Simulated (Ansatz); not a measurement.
CsPbCl3:

```
CELL_PARAMETERS angstrom
5.60500 0.00000 0.00000
0.00000 5.60500 0.00000
0.00000 0.00000 5.60500
ATOMIC_POSITIONS crystal
Pb 0.50000 0.50000 0.50000
Cs 0.00000 0.00000 0.00000
Cl 0.50000 0.00000 0.50000
Cl 0.00000 0.50000 0.50000
Cl 0.50000 0.50000 0.00000
```

| Item | Value |
| --- | --- |
| Program | Ansatz 0.2.0 |
| Task | relaxation of cell and atoms |
| Functional | RPBE |
| Dispersion | D4 |
| Potentials or basis | Ansatz PAW |
| Cutoff | 420 eV (not typed: the program's choice for these potentials) |
| k mesh | 5 × 5 × 5 |
| Occupations | fermi-dirac, width 0.05 eV |
| Spin | no spin polarisation |

At the start: volume 35.22 Å³/atom.

Q: How do energy, volume and symmetry change on relaxing?

A: It ends after 5 steps and the volume is 37.76 Å³/atom (+7.2 %); space group Pm-3m (No. 221, to 0.05 Å).

The path:
```tsv
step	energy change (eV)	largest force (eV/Å)	volume (Å³)
1	0.0000	0.0000	176.09
2	-0.0579	0.0000	184.19
3	-0.0658	0.0000	188.30
4	-0.0659	0.0000	188.80
5	-0.0663	0.0000	188.80
```

Final structure:
```
Pb Cs Cl
1.0
     5.73679    0.00000    0.00000
     0.00000    5.73679    0.00000
     0.00000    0.00000    5.73679
Pb Cs Cl
1 1 3
Direct
  0.50000 0.50000 0.50000
  0.00000 0.00000 0.00000
  0.50000 0.00000 0.50000
  0.00000 0.50000 0.50000
  0.50000 0.50000 0.00000
```

Caveat: the plane-wave basis is chosen anew once the cell has moved, so the energies of steps on either side of that aren't comparable; the PAW data sets come from PBE, with cores solved anew for the run's functional, which leaves a small shift of forces and pressure.
